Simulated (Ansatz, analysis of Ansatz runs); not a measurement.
# Moving an added electron between Cr sites in NaCrF4 (P2_1/c)

Question: does an added electron stay on the Cr atom where it is started in NaCrF4 (P2_1/c), and if so, how high is the barrier for a hop to another Cr site nearby? Model: a cell of 48 host atoms.

Main program and level: Ansatz 0.2.0; plane-wave PAW DFT, PBEsol+U; relaxation of all atoms of a supercell at fixed charge in a uniform background; PAW set soft_1.

Most raw output is cut from this account.

## (1) Set-up

The cell holds 48 atoms: 8 Na, 8 Cr and 32 F. Its edges and angles: a = 9.119 Å, b = 9.713 Å, c = 9.473 Å, α = 56.7°, β = 78.4°, γ = 60.3°. It derives from NaCrF4 (space group P2_1/c). Nearest the centre at fractional (0.621, 0.629, 0.371): F48 at 0.61 Å, Cr16 at 1.86 Å, Cr13 at 1.86 Å, F37 at 2.27 Å, F20 at 2.39 Å, F46 at 2.41 Å, F34 at 2.48 Å, F26 at 2.88 Å.

Hubbard terms: Cr d 4.5 eV. They were chosen, not fitted, to curb self-interaction in the shells named, the trial site's among them. The two sites are Cr16 and Cr13. The cell's shortest repeat is 9.1 Å. The host's moments were started antiferromagnetic in the unit cell, high spin; both sites carry the same spin direction.

## (2) The cell without the carrier

The neutral cell is relaxed first, from small random displacements, so that bond lengths and moments with the carrier can be set beside those of a relaxed cell without it.

Input file neutral.relax/input.yaml:

```yaml
crystal:
  lattice:
    - [-1.38301306, 5.32433628, 7.27320728]
    - [6.45199145, 0.0, 7.25991525]
    - [7.83500451, 5.32433628, -0.01329203]
  atoms:
    - { symbol: Na, position: [0.012868, 0.873786, 0.766097] }
    - { symbol: Na, position: [0.512868, 0.373786, 0.266097] }
    - { symbol: Na, position: [0.266097, 0.347249, 0.012868] }
    - { symbol: Na, position: [0.766097, 0.847249, 0.512868] }
    - { symbol: Na, position: [0.487132, 0.626214, 0.733903] }
    - { symbol: Na, position: [0.987132, 0.126214, 0.233903] }
    - { symbol: Na, position: [0.233903, 0.152751, 0.487132] }
    - { symbol: Na, position: [0.733903, 0.652751, 0.987132] }
[... 36 atom lines left out ...]
    - { symbol: F, position: [0.296904, 0.90784, 0.136768] }
    - { symbol: F, position: [0.796904, 0.40784, 0.636768] }
    - { symbol: F, position: [0.136768, 0.158487, 0.796904] }
    - { symbol: F, position: [0.636768, 0.658487, 0.296904] }
basis:
  ecutwfc: 420
  xc_grid: 2
hamiltonian:
  xc: pbesol
  hubbard:
    sites: [{ species: Cr, l: d, u_eff: 4.5 }]
    projectors: ortho-atomic
  pseudopotentials: { kind: paw, azcp: { folder: soft_1 }, xc_functional: pbe }
kpoints:
  mp_grid: { grid: [1, 1, 1] }
magnetization:
  spin_polarized: true
  initial_magnetization: 0
  spin_locking: { lock_magnetization: hard }
scf:
  occupations: { method: fermi_dirac, width: 0.01 }
  max_iter: 120
  lower_state_search: "off"
output:
  forces: true
relax:
  f_tol: 0.02
  max_steps: 70
  random_displacement: { amplitude: 0.04, seed: 1171 }
checkpoint:
  write: "../neutral.relax.run"
  compress: false
  write_wavefunctions: true
  write_every: 100000
```

Launch:

```console
ansatz run input.yaml --threads 4 --pin off --max-ram 9420MiB --backend cpu --events-out ev --progress --plain --runs-dir out
```

Wall time 56 s (4 threads of Arm Neoverse N1, shared host); peak memory 1.2 GiB; 3.5 min of CPU time.

The largest displacement from an ideal site is 0.014 Å.

## (3) The electron on the first site

The nearest neighbour or neighbours of the site start displaced and the site's starting moment is changed by the carrier's spin, since a carrier doesn't trap itself in the undistorted lattice.

Input file A.relax/input.yaml:

```yaml
crystal:
  lattice:
    - [-1.38301306, 5.32433628, 7.27320728]
    - [6.45199145, 0.0, 7.25991525]
    - [7.83500451, 5.32433628, -0.01329203]
  atoms:
    - { symbol: Na, position: [0.012247, 0.874107, 0.765425] }
    - { symbol: Na, position: [0.513016, 0.373801, 0.265082] }
    - { symbol: Na, position: [0.265241, 0.348153, 0.012821] }
    - { symbol: Na, position: [0.765251, 0.848789, 0.512294] }
    - { symbol: Na, position: [0.486302, 0.627751, 0.733079] }
    - { symbol: Na, position: [0.986813, 0.126979, 0.232459] }
    - { symbol: Na, position: [0.233275, 0.153519, 0.485669] }
    - { symbol: Na, position: [0.733017, 0.653374, 0.986362] }
[... 36 atom lines left out ...]
    - { symbol: F, position: [0.296234, 0.907908, 0.136125] }
    - { symbol: F, position: [0.795676, 0.408555, 0.64842] }
    - { symbol: F, position: [0.13645, 0.15959, 0.795574] }
    - { symbol: F, position: [0.626158, 0.675033, 0.287175] }
total_charge: -1
basis:
  ecutwfc: 420
  xc_grid: 2
hamiltonian:
  xc: pbesol
  hubbard:
    sites: [{ species: Cr, l: d, u_eff: 4.5 }]
    projectors: ortho-atomic
  pseudopotentials: { kind: paw, azcp: { folder: soft_1 }, xc_functional: pbe }
kpoints:
  mp_grid: { grid: [1, 1, 1] }
magnetization:
  spin_polarized: true
  initial_magnetization: -1
  spin_locking: { lock_magnetization: hard }
scf:
  occupations: { method: fermi_dirac, width: 0.01 }
  max_iter: 120
  lower_state_search: "off"
output:
  forces: true
relax:
  f_tol: 0.015
  max_steps: 70
  escape_saddle: false
checkpoint:
  write: "../A.relax.run"
  compress: false
  write_wavefunctions: true
  write_every: 100000
```

Run time: 93 s. Hardware: 4 threads; peak memory 1.2 GiB; 6 min of CPU time.

Step by step:

```csv
step,energy less that of the first step (eV),largest force component (eV/Å)
1,0.0000,0.7159
2,-0.1677,0.4064
3,-0.3133,0.1196
4,-0.3255,0.0376
5,-0.3282,0.0182
6,-0.3289,0.0138
```

The atoms that moved most (Å):

| atom | dx | dy | dz | length |
| --- | --- | --- | --- | --- |
| F40 | -0.007 | 0.184 | 0.106 | 0.213 |
| F31 | -0.060 | -0.001 | 0.183 | 0.192 |
| F26 | 0.019 | -0.090 | -0.137 | 0.165 |
| F23 | 0.021 | 0.003 | -0.160 | 0.162 |
| F34 | 0.067 | -0.098 | -0.096 | 0.153 |
| F18 | -0.079 | -0.113 | -0.010 | 0.139 |
| F41 | -0.003 | 0.020 | 0.128 | 0.130 |
| Na7 | 0.060 | -0.022 | -0.092 | 0.112 |

The moves above count from the input, in which the site's nearest neighbours were already displaced; the distances below compare with the cell without the carrier.

Distances from Cr16 without and with the electron:

```
atom  without (Å)  with (Å)
 F18         1.86      1.96
 F26         1.88      2.00
 F34         1.94      2.19
 F40         1.95      2.24
 F46         1.95      2.07
 F48         1.96      2.05
```

The largest changes of the moments are -0.69 μB on Cr16, -0.02 μB on Cr10 and -0.02 μB on Cr14. The largest part sits on the chosen site.

## (4) The electron on the second site

The same start is made on the second site, to get the end of the hop.

Input file B.relax/input.yaml:

```yaml
crystal:
  lattice:
    - [-1.38301306, 5.32433628, 7.27320728]
    - [6.45199145, 0.0, 7.25991525]
    - [7.83500451, 5.32433628, -0.01329203]
  atoms:
    - { symbol: Na, position: [0.012247, 0.874107, 0.765425] }
    - { symbol: Na, position: [0.513016, 0.373801, 0.265082] }
[... 10 atom lines left out ...]
    - { symbol: Cr, position: [0.436091, 0.862786, 0.304473], spin: -4.0 }
[... 2 atom lines left out ...]
    - { symbol: Cr, position: [0.805226, 0.396158, 0.435359], spin: -3.0 }
[... 3 atom lines left out ...]
    - { symbol: F, position: [0.554224, 0.827114, 0.484944] }
[... 16 atom lines left out ...]
    - { symbol: F, position: [0.367364, 0.667546, 0.500012] }
[... 8 atom lines left out ...]
    - { symbol: F, position: [0.79626, 0.407948, 0.636005] }
[... 1 atom line left out ...]
    - { symbol: F, position: [0.648749, 0.646492, 0.29501] }
total_charge: -1
basis:
  ecutwfc: 420
  xc_grid: 2
hamiltonian:
  xc: pbesol
  hubbard:
    sites: [{ species: Cr, l: d, u_eff: 4.5 }]
    projectors: ortho-atomic
  pseudopotentials: { kind: paw, azcp: { folder: soft_1 }, xc_functional: pbe }
kpoints:
  mp_grid: { grid: [1, 1, 1] }
magnetization:
  spin_polarized: true
  initial_magnetization: -1
  spin_locking: { lock_magnetization: hard }
scf:
  occupations: { method: fermi_dirac, width: 0.01 }
  max_iter: 120
  lower_state_search: "off"
output:
  forces: true
relax:
  f_tol: 0.015
  max_steps: 70
  escape_saddle: false
checkpoint:
  write: "../B.relax.run"
  compress: false
  write_wavefunctions: true
  write_every: 100000
```

It took 93 s on 4 threads; peak memory 1.2 GiB.

Distances from Cr13 without and with the electron:

```csv
atom,without (Å),with (Å)
F20,1.86,1.96
F27,1.88,2.00
F36,1.94,2.19
F37,1.95,2.24
F48,1.95,2.07
F45,1.97,2.05
```

The largest changes of the moments are -0.69 μB on Cr13, -0.02 μB on Cr12 and -0.02 μB on Cr16. The largest part sits on the chosen site.

## (5) Points on the line between the two structures

All atoms move on the straight line between the two relaxed structures, 4.33 amu^1/2 Å long in mass-weighted terms. Each point starts from the state of the point before, once from either end, so that both localised states can be followed; the midpoint is also started with the carrier shared.

Input file A.x0500/input.yaml:

```yaml
crystal:
  lattice:
    - [-1.38301306, 5.32433628, 7.27320728]
    - [6.45199145, 0.0, 7.25991525]
    - [7.83500451, 5.32433628, -0.01329203]
  atoms:
    - { symbol: Na, position: [0.007377, 0.874108, 0.765387] }
    - { symbol: Na, position: [0.51848, 0.37075, 0.269306] }
[... 10 atom lines left out ...]
    - { symbol: Cr, position: [0.43227, 0.867143, 0.30177], spin: -3.0 }
[... 2 atom lines left out ...]
    - { symbol: Cr, position: [0.805273, 0.395937, 0.432337], spin: -4.0 }
[... 3 atom lines left out ...]
    - { symbol: F, position: [0.546177, 0.834763, 0.474309] }
[... 16 atom lines left out ...]
    - { symbol: F, position: [0.374905, 0.661835, 0.506532] }
[... 8 atom lines left out ...]
    - { symbol: F, position: [0.79701, 0.408137, 0.639473] }
[... 1 atom line left out ...]
    - { symbol: F, position: [0.635929, 0.6607, 0.289523] }
total_charge: -1
basis:
  ecutwfc: 420
  xc_grid: 2
hamiltonian:
  xc: pbesol
  hubbard:
    sites: [{ species: Cr, l: d, u_eff: 4.5 }]
    projectors: ortho-atomic
  pseudopotentials: { kind: paw, azcp: { folder: soft_1 }, xc_functional: pbe }
kpoints:
  mp_grid: { grid: [1, 1, 1] }
magnetization:
  spin_polarized: true
  initial_magnetization: -1
  spin_locking: { lock_magnetization: hard }
scf:
  occupations: { method: fermi_dirac, width: 0.01 }
  max_iter: 120
  lower_state_search: "off"
output:
  forces: true
  eigenvalues: true
  eigenstates: { localisation: true }
  write_density: true
  write_potential: true
  volumetric_format: npy
checkpoint:
  read: "../A.x0375.run"
  write: "../A.x0500.run"
  compress: false
  write_wavefunctions: true
  write_every: 100000
```

Run time: 34 s. Hardware: 4 threads; peak memory 1.2 GiB; 2.2 min of CPU time.

States next to the filling edge at the first k-point, on the run's own zero (eigenstates.tsv). The participation number counts the atoms that a state is spread over, of 48; bands count from 0.

```
spin  band  energy (eV)  occupation  participation  largest share on  share
down   199        2.811        1.00            5.2              Cr16   0.34
down   200        2.848        1.00            5.8              Cr16   0.29
down   201        2.913        1.00            5.5              Cr13   0.36
down   202        3.049        1.00            4.7              Cr16   0.33
down   203        3.165        1.00            4.5              Cr16   0.33
down   204        5.575        1.00            3.8              Cr13   0.36
down   205        5.746        0.00            3.7              Cr16   0.36
down   206        6.412        0.00            3.6              Cr14   0.39
down   207        6.541        0.00            3.7              Cr15   0.44
down   208        6.720        0.00            4.3              Cr14   0.38
down   209        7.126        0.00            4.5              Cr14   0.33
  up   198        2.341        1.00            9.6              Cr12   0.21
  up   199        2.407        1.00           10.3               Cr9   0.17
  up   200        2.421        1.00            8.1               Cr9   0.23
  up   201        2.489        1.00            9.7              Cr10   0.20
  up   202        2.490        1.00            9.7              Cr12   0.21
  up   203        2.550        1.00           10.1               Cr9   0.17
  up   204        6.464        0.00            7.4               Cr9   0.20
  up   205        6.479        0.00            6.6               Cr9   0.20
  up   206        6.579        0.00            6.7              Cr10   0.20
  up   207        6.580        0.00            6.6              Cr12   0.23
  up   208        6.751        0.00            7.9              Cr10   0.20
```

Under PBEsol+U (4.5 eV) at the zone centre alone, the highest filled state is spin down, spread over 4 of 48 atoms, and the lowest empty one, 0.17 eV above it, is spin down, spread over 4 of 48 atoms.

Spin density in the ac plane at fractional y = 0.629, through the centre, with atoms of Na and Cr and F within 0.45 Å of it.

Values in e/Å³, 13 rows by 16 columns, each cell a mean:
```
0.0 0.0 0.0 0.0 0.0 0.0 0.0 0.0 0.0 0.0 0.0 0.0 0.0 0.0 0.0 0.0
0.0 0.0 0.0 0.0 0.0 0.0 0.0 0.0 0.0 0.0 0.0 0.0 0.0 0.0 0.0 0.0
0.0 0.0 0.0 0.0 0.0 0.0 0.0 0.0 0.0 0.0 0.0 0.0 0.0 0.0 0.0 0.0
0.0 0.0 0.0 0.0 0.0 0.0 0.0 0.0 0.0 0.0 0.0 0.0 0.0 0.0 0.0 0.0
0.0 0.1 0.3 0.2 0.0 0.0 0.0 0.0 0.0 0.0 0.0 0.0 0.0 0.0 0.0 0.0
0.0 0.2 1.9 2.0 0.2 0.0 0.0 0.0 0.0 0.0 0.0 0.0 0.0 0.0 0.0 0.0
0.0 0.1 0.6 0.8 0.2 0.0 0.0 0.0 0.0 0.0 0.0 0.0 0.0 0.0 0.0 0.0
0.0 0.0 0.0 0.0 0.0 0.0 0.0 0.0 0.0 0.0 0.0 0.0 0.0 0.0 0.0 0.0
0.1 0.0 0.0 0.0 0.0 0.0 0.0 0.0 0.0 0.0 0.0 0.0 0.0 0.0 0.0 0.0
0.9 0.9 0.1 0.0 0.0 0.0 0.0 0.0 0.0 0.0 0.0 0.0 0.0 0.0 0.0 0.1
1.3 2.8 0.9 0.1 0.0 0.0 0.0 0.0 0.0 0.0 0.0 0.0 0.0 0.0 0.0 0.1
0.0 0.4 0.2 0.0 0.0 0.0 0.0 0.0 0.0 0.0 0.0 0.0 0.0 0.0 0.0 0.0
0.0 0.0 0.0 0.0 0.0 0.0 0.0 0.0 0.0 0.0 0.0 0.0 0.0 0.0 0.0 0.0
```
Columns run along a (9.1 Å), rows up along c (9.5 Å). Atoms in or near the plane, at fractional coordinates: Na at (0.49, 0.73), Na at (0.73, 0.00), Cr at (0.07, 0.19), Cr at (0.19, 0.57), F at (0.47, 0.05), F at (0.95, 0.03), F at (0.75, 0.81), F at (0.19, 0.76), F at (0.37, 0.51), F at (0.21, 0.36), F at (0.64, 0.29).

Valence density in the ac plane at fractional y = 0.629, through the centre, with atoms of Na and Cr and F within 0.45 Å of it. It is the smooth field of the valence electrons, not physical close to the nuclei.

Ten steps, logarithmic in the rise over the least value, from '_' (0 e/Å³) to '@' (19 e/Å³), each cell a mean:
```
--::__________________..::::..____::**%%##--__..::--
____________________________________..--::..________
__________________________________......____________
____..::::::..__________________..::----::__________
____::==****--..______::----..__..==****==..________
____::**%%%%**::____..++%%%%++....--****==::________
____::==####++::____..**@@@@##::..::--==--..________
____..::====--..______::**##++::____......______....
::....--==--::............::..________________..----
==::--**%%##++::::====::..____________________::==++
--::--**@@@@##--==**##++::____________________..--==
::..::==####**--==##%%**--..____________________..::
____..::------::::==++++::..________________________
____..::----::......::::..______..__________________
____..==****++::____________..::----..______________
__..::==##%%**--..__________::==****==::____________
::::::--++**++--..__________::++##%%**--..______....
++****==::--::..____________..--++**++::________..::
##@@@@##--..__________________..::--::..________..::
**@@@@##==..__________....______________________..::
--++**++::..________::--==--..________________..::--
==--::::....______..--**##**--..____......__..--++**
**--..____________..--**%%##++::..::**##++....==##%%
**--..______________..==****==....--%%@@%%--..::++**
```
Columns run along a (9.1 Å), rows up along c (9.5 Å). Atoms in or near the plane, at fractional coordinates: Na at (0.49, 0.73), Na at (0.73, 0.00), Cr at (0.07, 0.19), Cr at (0.19, 0.57), F at (0.47, 0.05), F at (0.95, 0.03), F at (0.75, 0.81), F at (0.19, 0.76), F at (0.37, 0.51), F at (0.21, 0.36), F at (0.64, 0.29).

Electrostatic potential energy in the ac plane at fractional y = 0.629, through the centre, with atoms of Na and Cr and F within 0.45 Å of it. With pseudopotentials it is smooth inside the atoms' cores, unlike the true potential.

Ten even steps from '_' (-38 eV) to '@' (10 eV), each cell a mean:
```
@@@@@@@@@@@@@@@@@@@@@@@@@@@@@@@@@@##::____**%%@@@@%%
@@@@@@@@@@@@@@@@@@@@@@@@@@@@@@@@@@@@%%****%%@@@@@@@@
@@@@@@@@@@@@@@@@@@@@@@@@@@@@@@@@@@@@@@@@@@@@@@@@@@@@
@@@@@@@@@@@@@@@@@@@@@@@@@@@@@@@@@@@@%%%%@@@@@@@@@@@@
@@@@@@++::--%%@@@@@@%%##++**%%@@@@##::--##@@@@@@@@@@
@@@@@@--____==@@@@@@%%--____--%%@@##--::**@@@@@@@@@@
@@@@@@**..__==@@@@@@%%--____..##@@@@%%##@@@@@@@@@@@@
@@@@@@%%****%%@@@@@@@@##::__--##@@@@@@@@@@@@@@@@@@@@
@@%%##++--==##%%@@@@@@@@%%##%%%%@@@@@@@@@@@@@@@@%%%%
##%%++::....--##%%####@@@@@@@@@@@@@@@@@@@@@@@@@@##==
##%%++..::::..++**....==@@@@@@@@@@@@@@@@@@@@@@@@%%**
@@%%##--....::++**..__::%%@@@@@@@@@@@@@@@@@@@@@@@@@@
@@@@%%##++==++##%%**--++@@@@@@@@@@@@@@@@@@@@@@@@@@@@
@@@@@@%%####%%@@@@@@@@@@@@@@@@@@@@@@@@@@@@@@@@@@@@@@
@@@@@@##::..++@@@@@@@@@@@@@@@@@@%%%%@@@@@@@@@@@@@@@@
@@@@%%**____::%%@@@@@@@@@@@@@@**::::**@@@@@@@@@@@@@@
##****##--..==@@@@@@@@@@@@@@@@++____--%%@@@@@@@@@@%%
::....==##%%@@@@@@@@@@@@@@@@@@%%==::++@@@@@@@@@@%%**
..::::..++%%@@@@@@@@@@@@@@@@@@@@@@%%@@@@@@@@@@@@%%++
::::::..==%%@@@@@@@@@@@@@@@@@@@@@@@@@@@@@@@@@@@@@@**
++::..::**%%@@@@@@@@@@%%##%%@@@@@@@@@@@@@@@@@@@@@@%%
++##**##%%@@@@@@@@@@%%::__::%%@@@@%%####%%@@@@%%==::
::##@@@@@@@@@@@@@@@@%%::____++@@@@**..__==%%@@##::__
--%%@@@@@@@@@@@@@@@@@@##----##@@%%++______**@@%%++::
```
Columns run along a (9.1 Å; values clipped at the 3rd and 97th percentile), rows up along c (9.5 Å). Atoms in or near the plane, at fractional coordinates: Na at (0.49, 0.73), Na at (0.73, 0.00), Cr at (0.07, 0.19), Cr at (0.19, 0.57), F at (0.47, 0.05), F at (0.95, 0.03), F at (0.75, 0.81), F at (0.19, 0.76), F at (0.37, 0.51), F at (0.21, 0.36), F at (0.64, 0.29).

Free energies from the first end:

```
started from  fraction  energy (eV)  moment change on Cr16 (μB)  on Cr13 (μB)
  first site         0        0.000                       -0.69         -0.01
  first site     0.125        0.038                       -0.66         -0.03
  first site      0.25        0.133                       -0.61         -0.11
  first site     0.375        0.210                       -0.50         -0.24
  first site       0.5        0.235                       -0.38         -0.38
  first site     0.625        0.206                       -0.25         -0.50
 second site     0.875        0.037                       -0.05         -0.66
 second site      0.75        0.128                       -0.12         -0.60
 second site     0.625        0.206                       -0.25         -0.50
 second site       0.5        0.235                       -0.38         -0.38
 second site     0.375        0.210                       -0.50         -0.24
      shared       0.5        0.235                       -0.38         -0.38
 second site         1        0.000                       -0.02         -0.69
```

## (6) Results

* barrier forward: 0.23 eV
* barrier backward: 0.23 eV
* distance of the two sites without the carrier: 3.72 Å
* carrier at the midpoint: shared

What this shows: On this line the electron must cross 0.23 eV to hop 3.72 Å; both ends have the same energy within 0.005 eV. At the midpoint the lowest state found shares the carrier between both sites, and no finished start kept it on one. That fits an adiabatic hop but does not prove it, since self-interaction left by this U favours sharing too. With an assumed attempt frequency of 1e13 per second the rate at 300 K would be 1e+09 per second for this barrier, if every crossing succeeded. A straight line need not be the lowest path, so the true barrier at this U can be lower, or higher if the ends can still break their symmetry. No run compares the localised electron with one spread in the band, so its binding is unknown and the barrier may exceed it. The magnetic order was assumed and need not be the ground state. The total moment is locked, so a carrier of the other spin direction was not tried. The program's search for lower electronic states was switched off in all runs, so that each state is followed; none is shown to be the lowest at its structure. No image-charge correction is applied; it nearly cancels along the line while the charge stays localised. What this leaves open: sampling at the zone centre alone can move energies of charged and open-shell states by tenths of an eV or more in cells of this size; gap and trapping depend on the U chosen (Cr d 4.5 eV).

[Logs are printed without paths, hosts, clocks, repeated set-up lines and the standing remarks that a program may print on its own settings, such as how far it seeks lower states.]

[Hosts, paths, dates, database ids (printed as entryN), source tags and the programs' standing remarks are cut or masked in the printed files.]
